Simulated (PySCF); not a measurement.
# Sn in PySCF: convergence with k mesh

Input of the first run (k mesh 3 × 3 × 3); the others differ in this setting and in those tied to it:

The input run.py:

```python
import json
import numpy as np
from pyscf.pbc import gto, scf, dft, df

cell = gto.Cell()
cell.basis = 'DZVP-MOLOPT-SR-GTH-q4'
cell.pseudo = 'GTH-PBE-q4'
cell.fromfile('Sn.cif')
cell.ke_cutoff = 50  # hartree
cell.exp_to_discard = 0.02
cell.precision = 1e-08
cell.space_group_symmetry = True
cell.symmorphic = False
cell.max_memory = 2940  # MB
cell.verbose = 4
cell.build()

res = {}
kpts = cell.make_kpts([3, 3, 3], space_group_symmetry=True, time_reversal_symmetry=True)
cell.space_group_symmetry = False  # the mesh holds the operations; no search on the supercells of the integral code
mf = dft.KRKS(cell, kpts, xc='LDA_X,LDA_C_PW')
mf = mf.multigrid_numint()
mf = mf.smearing(sigma=0.00183747, method='fermi')  # hartree
mf.conv_tol = 1e-07
mf.max_cycle = 60

mf.kernel()
res.update(converged=bool(mf.converged), e_tot=mf.e_tot, nelec=cell.nelectron, nao=cell.nao, mesh=list(map(int, cell.mesh)), a=cell.lattice_vectors().tolist(), coords=cell.atom_coords().tolist(),
           mo_energy=[np.real(x).tolist() for x in mf.mo_energy], mo_occ=[np.real(x).tolist() for x in mf.mo_occ])
res.update(e_free=mf.e_free, e_zero=mf.e_zero)
res.update(kpts=kpts.kpts_scaled_ibz.tolist(), weights=kpts.weights_ibz.tolist())
res['parts'] = {k: float(np.real(v)) for k, v in mf.scf_summary.items() if np.isscalar(v)}
json.dump(res, open('results.json', 'w'))
if not mf.converged:
    raise SystemExit('SCF not converged')

print('levels (eV)')
for i, kp in enumerate(res['kpts'][:40]):
    print('k %7.4f %7.4f %7.4f  ' % tuple(kp), ' '.join('%.3f' % (x * 27.211386) for x in res['mo_energy'][i][:7]))

mf = mf.to_khf()  # unfold to the whole mesh
kpts = mf.kpts
# Mulliken populations
dm, s = np.asarray(mf.make_rdm1()), np.asarray(mf.get_ovlp())
sites = cell.aoslice_by_atom()[:, 2:]
tot = np.einsum('kij,kji->i', dm, s).real / len(kpts)
res['mulliken'] = [cell.atom_charge(i) - tot[a0:a1].sum() for i, (a0, a1) in enumerate(sites)]
print('Mulliken charges', np.round(res['mulliken'], 5))
res['meta_lowdin'] = mf.mulliken_meta()[1].tolist()
res['done'] = True
json.dump(res, open('results.json', 'w'))
```

The input Sn.cif:

```cif
data_Sn
_cell_length_a 3.40607507
_cell_length_b 3.40607507
_cell_length_c 3.40607507
_cell_angle_alpha 119.08489763
_cell_angle_beta 117.16258755
_cell_angle_gamma 93.28931711
_space_group_name_H-M_alt 'P1'
_space_group_name_Hall 'P 1'
_space_group_IT_number 1
loop_
_space_group_symop_operation_xyz
'x,y,z'
loop_
_atom_site_label
_atom_site_type_symbol
_atom_site_symmetry_multiplicity
_atom_site_Wyckoff_symbol
_atom_site_fract_x
_atom_site_fract_y
_atom_site_fract_z
_atom_site_occupancy
Sn1 Sn 1 a 0.0000000000 0.0000000000 0.0000000000 1
```

Potentials or basis: DZVP-MOLOPT-SR/GTH-PBE (potentials made for PBE).

Command:

```bash
$ OMP_NUM_THREADS=2 python -u run.py > log
```

This isn't the form of Sn at room conditions, which is tetragonal (white tin).

Hardware: 2 threads of Arm Neoverse V2, with other jobs on the host.

| k mesh | energy less the tightest run, at zero smearing (meV/atom) | SCF cycles | CPU time (s) | peak memory (GiB) |
| --- | --- | --- | --- | --- |
| 3 × 3 × 3 | -119.05 | 5 | 12 | 0.2 |
| 4 × 4 × 4 | 27.47 | 4 | 20 | 0.28 |
| 5 × 5 × 5 | -100.87 | 5 | 51 | 0.5 |
| 6 × 6 × 6 | 0.00 | 4 | 150 | 1.1 |
| 8 × 8 × 8 | timed out after 750 s | - | - | - |
| 9 × 9 × 9 | timed out after 750 s | - | - | - |
| 11 × 11 × 11 | timed out after 750 s | - | - | - |

Not settled before the last step: the energy (to 1 meV/atom). Meshes of other sizes hit other points, so gaps and Fermi surfaces needn't settle smoothly. The tightest run that finished is the yardstick and may itself not be fully converged.

Caveat, for the tightest run too: the k mesh is coarse (spacing up to 0.42 Å⁻¹), so the values aren't converged; the basis of atomic orbitals isn't converged, which shifts pressures, moduli and gaps.
